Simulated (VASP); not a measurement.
The system is Si.

```
Si
1.0
     2.63700    0.00000    0.00000
    -1.31850    2.28371    0.00000
     0.00000    0.00000    4.50899
Si
2
Direct
  0.33333 0.66667 0.25000
  0.66667 0.33333 0.75000
```

This isn't the form of Si at room conditions, which is diamond.

- Program: VASP 6.6.1
- Task: relaxation of cell and atoms
- Functional: PBE
- Potentials or basis: VASP PAW PBE potentials, release 64 (Si)
- Cutoff: 600 eV
- k mesh: 18 × 18 × 10
- Occupations: gaussian, width 0.1 eV
- Spin: no spin polarisation

At the start: pressure 5.6 GPa; volume 13.58 Å³/atom.

Task: How do energy, volume and symmetry change on relaxing?

Result: Over 7 steps the energy falls by 12.9 meV/atom and the volume is 14.37 Å³/atom (+5.8 %); space group P6_3/mmc (No. 194, to 0.05 Å).

The path:
```
step  energy change (eV)  largest force (eV/Å)  pressure (GPa)  volume (Å³)
   1              0.0000                0.0000            5.56        27.15
   2             -0.0248                0.0000           -0.95        29.05
   3             -0.0258                0.0000            0.00        28.72
   4             -0.0258                0.0000            0.11        28.69
   5             -0.0258                0.0000            0.11        28.69
   6             -0.0258                0.0000            0.11        28.69
   7             -0.0259                0.0000           -0.03        28.74
```

Final structure:
```
Si
1.0
     2.68557    0.00000    0.00000
    -1.34278    2.32577    0.00000
     0.00000    0.00000    4.60080
Si
2
Direct
  0.33333 0.66667 0.25000
  0.66667 0.33333 0.75000
```
